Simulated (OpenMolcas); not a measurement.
**A ladder of methods for CHF3 (trifluoromethane)**

CHF3 has 5 atoms, charge 0, and is taken as a singlet. As SMILES, `FC(F)F`. The shape is that of a PBE0-D4/def2-TZVP optimisation.

Quantity: the dipole moment, in D. The values are calculated.

Measured value to compare with: NIST CCCBDB gives the dipole moment of the gas as 1.65 D.

```tsv
level	kind	program	value (D)	computed − measured	CPU time
SVWN5/def2-SVPD	LDA	OpenMolcas	1.55	-0.10	21 s
BLYP/def2-SVPD	GGA	OpenMolcas	1.54	-0.11	29 s
PBE/def2-SVPD	GGA	OpenMolcas	1.50	-0.15	29 s
revPBE/def2-SVPD	GGA	OpenMolcas	1.49	-0.16	29 s
TPSS/def2-SVPD	meta-GGA	OpenMolcas	1.54	-0.11	43 s
r2SCAN/def2-SVPD	meta-GGA	OpenMolcas	1.56	-0.09	37 s
B3LYP/def2-SVPD	global hybrid	OpenMolcas	1.63	-0.02	28 s
PBE0/def2-SVPD	global hybrid	OpenMolcas	1.61	-0.04	27 s
```

Nearest: B3LYP/def2-SVPD (-0.02 D); farthest: revPBE/def2-SVPD (-0.16 D). The measured dipole is a vibrational average, so differences of a few hundredths of a debye mean little. Computed less measured by kind, in D (def2-SVPD rows): LDA -0.10; GGA -0.16 to -0.11; meta-GGA -0.11 to -0.09; global hybrid -0.04 to -0.02. CPU times are rough (shared hosts, several kinds of processor): they show what a rung costs within a factor of a few.
